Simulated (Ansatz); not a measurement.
**Rh in Ansatz: convergence with xc grid**

Input of the first run (xc grid 1); the others differ in this setting and in those tied to it:

input.yaml

```yaml
crystal:
  lattice:
    - [2.7309790422, 0.0, 0.0]
    - [-1.3654895211, 2.3650972278, 0.0]
    - [0.0, 0.0, 4.428489]
  atoms:
    - { symbol: Rh, position: [0.334938, 0.664064, 0.253204] }
    - { symbol: Rh, position: [0.66276, 0.33446, 0.751042] }
kpoints:
  mp_grid: { grid: [7, 7, 4] }
scf:
  occupations: { method: fermi_dirac, width: 0.05 }
hamiltonian:
  xc: pbe
  pseudopotentials: { kind: all_electron, lapw: { basis_error: 0.001 } }
output:
  forces: true
  stress: true
  eigenvalues: true
basis:
  xc_grid: 1
```

Potentials or basis: all-electron LAPW, scalar-relativistic.

Run with:

```sh
$ ansatz run input.yaml --threads 1 --pin off --max-ram 3072MiB --backend cpu --events-out ev --progress --plain --runs-dir out
```

The cell isn't the ideal one: atoms moved at random, drawn with an rms of 0.02 Å.

This isn't the form of Rh at room conditions, which is fcc.

Hardware: 1 thread of Intel(R) Xeon(R) Processor @ 2.50GHz (Skylake/Cascade Lake) (shared host).

| xc grid | energy less the tightest run, at zero smearing (meV/atom) | SCF cycles | CPU time (s) | peak memory (GiB) |
| --- | --- | --- | --- | --- |
| 1 | 0.00 | 8 | 57 | 0.46 |
| 2 | 0.00 | 8 | 53 | 0.47 |
| 3 | 0.00 | 8 | 60 | 0.47 |
| 4 | 0.00 | 8 | 56 | 0.47 |

Against the tightest run, the energy stays within 1 meV/atom from 1 on. The tightest run that finished is the yardstick and may itself not be fully converged.

Caveat, for the tightest run too: the k mesh is coarse (spacing up to 0.38 Å⁻¹), so the values aren't converged; the k mesh is thin for a metal, which can move the energy by tens of meV per atom.
